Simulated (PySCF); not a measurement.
# C2H6O2 (ethylene glycol): the cost of one run

Computed with PySCF 2.14.0, with density-fitted response routines of our own, on a single molecule in the gas phase. Atoms count from 0, in the outputs and in this text.

## 1. The molecule as given

10 atoms, charge 0, multiplicity 1; geometry from: MMFF94s. The atoms were then displaced at random by about 0.03 Å, so the start is not that level's minimum.

Bonds of the start (Å): O0–C1 1.53, C1–C2 1.57, C2–O3 1.38, O0–H4 0.92, C1–H5 1.11, C1–H6 1.11, C2–H7 1.05, C2–H8 1.01, O3–H9 0.93.

## 2. Geometry optimisation at PBE0-D3(BJ)/def2-SVP

Job settings and geometry (Å):

```
{"job": {"xc": "PBE0", "basis": "def2-SVP", "d3": "d3bj", "grid": 1, "shake": 0.03, "kind": "geom"}, "charge": 0, "multiplicity": 1}
O      1.355090    -0.777570     0.196320
C      0.515280     0.465920    -0.083830
C     -0.970010     0.067310    -0.383550
O     -1.331320    -0.620450     0.759190
H      2.195060    -0.430860     0.342060
H      0.576320     1.129590     0.804520
H      0.994620     0.995370    -0.934250
H     -1.489690     0.966700    -0.559950
H     -0.970930    -0.581990    -1.161180
H     -0.749760    -1.290770     1.025100
```

Run with:

```console
OMP_NUM_THREADS=1 python probes_run.py task.json out
```

This one command runs all jobs of the session in turn.

**Question.** How long does this first job take on 1 thread of Intel Xeon Platinum 8375C at 2.90GHz, shared host, and how much memory does it need?

About 22 s, with a peak of 0.36 GiB.
